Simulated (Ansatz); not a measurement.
**Pt under changes of volume**

One of the cells (15.904 Å³/atom); the others are scaled copies at fixed shape and fractional positions:

```
CELL_PARAMETERS angstrom
-1.58422 1.58422 1.58422
1.58422 -1.58422 1.58422
1.58422 1.58422 -1.58422
ATOMIC_POSITIONS crystal
Pt 0.00000 0.00000 0.00000
```

This isn't the form of Pt at room conditions, which is fcc.

```yaml
Program: Ansatz 0.2.0
Functional: PBE0
Potentials_or_basis: Ansatz PAW
Cutoff: "420 eV (not typed: the program's choice for these potentials)"
k_mesh: 8 × 8 × 8
Occupations: fermi-dirac, width 0.05 eV
Spin: no spin polarisation
```

```csv
volume (Å³/atom),energy over the lowest point (meV/atom),pressure (GPa)
14.950,11.29,8.8
15.268,0.00,2.7
15.586,0.16,-2.8
15.904,10.43,-7.5
16.222,29.52,-11.6
16.540,?,?
16.858,89.77,-18.4
```

Question: What does the run at 16.540 Å³/atom give?

Answer: Energy over the lowest point 56.30 meV/atom; pressure -15.3 GPa.

Worked out: A Birch-Murnaghan fit of order 3 (a polynomial in V^(-2/3)) to the other rows has its minimum at 15.42 Å³/atom with B0 = V·E''(V) = 263 GPa and B' = 5.5. It gives 56.28 meV/atom at 16.540 Å³/atom, against the run's 56.30, and -dE/dV = -15.3 GPa, against -15.3.

Energies are extrapolated to zero smearing.

Caveats: the PAW data sets come from PBE, with cores solved anew for the run's functional, which leaves a small shift of forces and pressure; the thresholds are loose for stress.
